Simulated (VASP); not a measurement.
# Y (P6_3/mmc) in VASP: single point with PBE0

Aim: the single point of Y with PBE0.

Program: VASP 6.6.1. These are calculated values, not measurements. Logs are shortened: lines on timing, memory, paths and dates and some standing lists are left out, and cuts for length are marked.

**1. The crystal as given**

The structure is hexagonal, space group P6_3/mmc (No. 194). Conventional cell: a = 3.595 Å, b = 3.595 Å, c = 5.579 Å, α = 90.00°, β = 90.00°, γ = 120.00°. Y (site symmetry -6m2) has 12 Y at 3.48 to 3.60 Å as nearest neighbours.

**2. Single point, PBE0**

POSCAR

```
Y
1.0
    3.5951100000      0.0000000000      0.0000000000
   -1.7975500000      3.1134500000      0.0000000000
    0.0000000000      0.0000000000      5.5790000000
Y
2
Direct
    0.3333300000      0.6666700000      0.2500000000
    0.6666700000      0.3333300000      0.7500000000
```

INCAR.step1

```
SYSTEM = Y
  ALGO = Normal
  EDIFF = 1E-5
  ENCUT = 520
  GGA = PE
  ISIF = 2
  ISMEAR = 0
  LASPH = .TRUE.
  LCHARG = .FALSE.
  LREAL = .FALSE.
  LWAVE = .TRUE.
  NELM = 60
  PREC = Accurate
  SIGMA = 0.1
```

INCAR.step2

```
SYSTEM = Y
  AEXX = 0.25
  ALGO = Normal
  EDIFF = 1E-6
  ENCUT = 520
  GGA = PE
  ISIF = 2
  ISMEAR = 0
  ISTART = 1
  LASPH = .TRUE.
  LCHARG = .FALSE.
  LHFCALC = .TRUE.
  LREAL = .FALSE.
  LWAVE = .FALSE.
  NELM = 60
  PREC = Accurate
  PRECFOCK = Fast
  SIGMA = 0.1
```

KPOINTS

```
k-points
0
G
  6 6 4
  0 0 0
```

Potentials or basis: VASP PAW PBE potentials, release 64 (Y_sv).

Launch:

```bash
$ cat potpaw_PBE.64/Y_sv/POTCAR > POTCAR
$ cp INCAR.step1 INCAR
$ mpirun -np 1 vasp_std > vasp.out
$ cp INCAR.step2 INCAR
$ mpirun -np 1 vasp_std > vasp.out
```

OUTCAR:

```text
SYSTEM = Y
   AEXX = 0.25
   EDIFF = 1E-6
   ENCUT = 520
   GGA = PE
   ISIF = 2
   ISMEAR = 0
   ISTART = 1
   LASPH = .TRUE.
   LHFCALC = .TRUE.
   LREAL = .FALSE.
   NELM = 60
   PREC = Accurate
   PRECFOCK = Fast

 ion  position               nearest neighbor table
   1  0.333  0.667  0.250-   2 3.48   2 3.48   2 3.48   2 3.48   2 3.48   2 3.48
   2  0.667  0.333  0.750-   1 3.48   1 3.48   1 3.48   1 3.48   1 3.48   1 3.48

  LATTYP: Found a hexagonal cell.
 ALAT       =     3.5951100000
 C/A-ratio  =     1.5518301248

  Lattice vectors:

 A1 = (   3.5951100000,   0.0000000000,   0.0000000000)
 A2 = (  -1.7975500000,   3.1134500000,   0.0000000000)
 A3 = (   0.0000000000,   0.0000000000,   5.5790000000)

Analysis of symmetry for initial positions (statically):
=====================================================================
 Subroutine PRICEL returns:
 Original cell was already a primitive cell.

 Routine SETGRP: Setting up the symmetry group for a
 hexagonal supercell.

 Subroutine GETGRP returns: Found  8 space group operations
 (whereof  4 operations were pure point group operations)
 out of a pool of 24 trial point group operations.

The static configuration has the point symmetry C_2h.
 The point group associated with its full space group is D_2h.

Analysis of symmetry for dynamics (positions and initial velocities):
=====================================================================
 Subroutine PRICEL returns:
 Original cell was already a primitive cell.

 Routine SETGRP: Setting up the symmetry group for a
 hexagonal supercell.

 Subroutine GETGRP returns: Found  8 space group operations
 (whereof  4 operations were pure point group operations)
 out of a pool of 24 trial point group operations.

The dynamic configuration has the point symmetry C_2h.
 The point group associated with its full space group is D_2h.

 Subroutine INISYM returns: Found  8 space group operations
 (whereof  4 operations are pure point group operations),
 and found     1 'primitive' translations

----------------------------------------------------------------------------------------

                                     Primitive cell

  volume of cell :      62.4468

  direct lattice vectors                    reciprocal lattice vectors
     3.595110000  0.000000000  0.000000000     0.278155606  0.160593107  0.000000000
    -1.797550000  3.113450000  0.000000000     0.000000000  0.321187108  0.000000000
     0.000000000  0.000000000  5.579000000     0.000000000  0.000000000  0.179243592

  length of vectors
     3.595110000  3.595101793  5.579000000     0.321186374  0.321187108  0.179243592

[... 97 lines left out ...]
   IALGO  =     38    algorithm
   IMIX   =      1    mixing-type and parameters
     AMIX     =   0.40;   BMIX     =  1.00
     AMIX_MAG =   1.60;   BMIX_MAG =  1.00
  volume/ion in A,a.u.               =      31.22       210.71
  Fermi-wavevector in a.u.,A,eV,Ry     =   1.156234  2.184965 18.189303  1.336876
  Thomas-Fermi vector in A             =   2.292855
   LORBIT       =      0    0 simple, 1 ext, 2 COOP (PROOUT), +10 PAW based schemes
   GGA     = PE    functional components
   LHFCALC =     T    Hartree Fock is set to
   PRECFOCK=fast      Normal, Fast or Accurate (Low or Medium for compatibility)
   ENCUT4O =  -1.0   cutoff for four orbital integrals eV
   NKREDX  =     1    reduce k-point grid by
   NKREDY  =     1    reduce k-point grid by
   NKREDZ  =     1    reduce k-point grid by
   AEXX    =    0.2500 exact exchange contribution
   HFSCREEN=    0.0000 screening length (either q_TF or 0.3 A-1)
   HFSCREENC=   0.0000 screening length for correlation (either q_TF or 0.3 A-1)
   ENCUTFOCK=  -1.0 apply spherical cutoff to Coloumb kernel
   IVDW    =     0    specifies the selected vdW correction
   LEPSILON=     F    determine dielectric tensor
   LRPA    =     F    only Hartree local field effects (RPA)
 non-spin polarized calculation
 Gauss-broadening in eV      SIGMA  =   0.10
  energy-cutoff  :      520.00
  volume of cell :       62.45
 maximum number of plane-waves:      1701
  NGX = 16; NGY = 16; NGZ = 24

 number of electron      22.0000002 magnetization

 Free energy of the ion-electron system (eV)
  ---------------------------------------------------
  ext. energy  EPLUGINS =         0.00000000
  ---------------------------------------------------
  free energy    TOTEN  =       -16.13749740 eV

  energy without entropy =      -16.13592820  energy(sigma->0) =      -16.13671280

 E-fermi :   3.3593     XC(G=0):  -7.6083

 val. band max:        2.9334533177   @ k =   0.5000   0.3333   0.2500
 cond. band min:       3.3593696964   @ k =   0.3333   0.0000   0.0000
 fundamental gap:      0.4259163786
 Fermi energy:         3.3593461236

 k-point     1 :       0.0000    0.0000    0.0000
  band No.  band energies     occupation
      1     -43.0799      2.00000
      2     -42.9747      2.00000
      3     -22.0948      2.00000
      4     -21.4720      2.00000
      5     -21.4707      2.00000
      6     -21.3578      2.00000
      7     -21.3564      2.00000
      8     -21.2993      2.00000
      9      -2.8898      2.00000
     10       0.6980      2.00000
     11       4.6208      0.00000
     12       6.0231      0.00000
     13       6.0275      0.00000
     14       6.4942      0.00000
[... 401 lines left out ...]
      2     -42.9692      2.00000
      3     -21.9592      2.00000
      4     -21.8737      2.00000
      5     -21.6906      2.00000
      6     -21.5867      2.00000
      7     -21.5261      2.00000
      8     -21.4367      2.00000
      9       0.8983      2.00000
     10       1.8025      2.00000
     11       2.5121      2.00000
     12       2.9263      2.00000
     13       5.0111      0.00000
     14       5.1957      0.00000
     15       6.2883      0.00000

 [... further k-points ...]
[... 5 lines left out ...]
  --------------------------------------------------------------------------------------
  -------------------------------------------------------------------------------------
  Total        1.5209938      1.5476909      0.8277285      0.0231285      0.0000000     -0.0000000
  in kB       39.0236240     39.7085820     21.2367492      0.5934007      0.0000000     -0.0000000
  external PRESSURE =      33.3229850 kB  Pullay stress =       0.0000000 kB

 VOLUME and BASIS-vectors are now :
 -----------------------------------------------------------------------------
  energy-cutoff  :      520.00
  volume of cell :       62.45
      direct lattice vectors                 reciprocal lattice vectors
     3.595110000  0.000000000  0.000000000     0.278155606  0.160593107  0.000000000
    -1.797550000  3.113450000  0.000000000     0.000000000  0.321187108  0.000000000
     0.000000000  0.000000000  5.579000000     0.000000000  0.000000000  0.179243592

 POSITION                                       TOTAL-FORCE (eV/Angst)
 -----------------------------------------------------------------------------------
     -0.00001      2.07564      1.39475        -0.003494      0.002017      0.000000
      1.79757      1.03781      4.18425         0.003494     -0.002017     -0.000000
 -----------------------------------------------------------------------------------
    total drift:                                0.000001      0.000001      0.000000

  FREE ENERGIE OF THE ION-ELECTRON SYSTEM (eV)
  ---------------------------------------------------
  free  energy   TOTEN  =       -16.1374973955 eV

  energy  without entropy=      -16.1359282007  energy(sigma->0) =      -16.13671280
```

Run time: 71 min. Hardware: 1 thread of Intel Xeon Platinum 8259CL at 2.50GHz (Skylake/Cascade Lake), shared host; peak memory 0.22 GiB.

What came out:

```yaml
Free_energy: -16.1375 eV
Pressure: 3.3 GPa
Largest_force: 0.004 eV/Å
Band_gap_on_the_k_mesh: none (metal or under the smearing width)
```

Forces in eV/Å, atoms in the order of the input:
```
Y   -0.003  0.002  0.000
Y    0.003 -0.002  0.000
```

Stress tensor (GPa, compression positive):
```
3.90 0.06 0.00
0.06 3.97 0.00
0.00 0.00 2.12
```

Caveat: the PAW data sets were made with another functional, which shifts forces and pressure a little.
